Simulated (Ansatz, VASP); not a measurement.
## Hg: VASP beside Ansatz

File INCAR:

```
SYSTEM = Hg
PREC = Accurate
ENCUT = 520
EDIFF = 1E-6
ISMEAR = -1
SIGMA = 0.014
LREAL = .False.
LASPH = .True.
NELM = 100
ALGO = Normal
ISIF = 2
LWAVE = .False.
LCHARG = .False.
GGA = PE
NBANDS = 12
```

Contents of KPOINTS:

```
Automatic mesh
0
Gamma
  8 8 8
  0 0 0
```

POSCAR

```
Hg
1.0
    0.0000000000      2.3919113801      2.3919113801
    2.3919113801      0.0000000000      2.3919113801
    2.3919113801      2.3919113801      0.0000000000
Hg
1
Direct
    0.0000000000      0.0000000000      0.0000000000
```

Input for Ansatz:

```yaml
crystal:
  lattice:
    - [0.0, 2.3919113801, 2.3919113801]
    - [2.3919113801, 0.0, 2.3919113801]
    - [2.3919113801, 2.3919113801, 0.0]
  atoms:
    - { symbol: Hg, position: [0.0, 0.0, 0.0] }
basis:
  ecutwfc: 420
kpoints:
  mp_grid: { grid: [8, 8, 8] }
hamiltonian:
  xc: pbe
scf:
  occupations: { method: fermi_dirac, width: 0.014 }
  algorithm: direct_min
  convergence: { dr2_threshold: "1e-3 eV" }
  max_iter: 54
output:
  forces: true
  stress: true
  eigenvalues: true
  dos: { method: smearing }
```

Alike in both runs: task single point; functional PBE; k mesh 8 × 8 × 8; occupations fermi-dirac, width 0.014 eV; no spin polarisation.

```csv
,VASP,Ansatz
version,VASP 6.6.1,Ansatz 0.2.0
potentials or method,"VASP PAW PBE potentials, release 64 (Hg)","scalar-relativistic, plane waves, PAW"
plane-wave cutoff (eV),520,420
valence electrons in the cell,12,20
```

```tsv
	VASP	Ansatz	Ansatz less VASP
gap on the k mesh at the Fermi level (eV)	none	none	-
pressure (GPa)	1.9	1.8	-0.14
```

A gap of «none» marks a metal or a gap that the smearing closes. The functional is the same, so the differences come from potentials, cutoffs and numerics. The two sets of potentials don't hold the same shells in valence. Ansatz warned: «force_scf_threshold_loose».

The runs have no spin-orbit coupling, so splittings on Hg are missing.
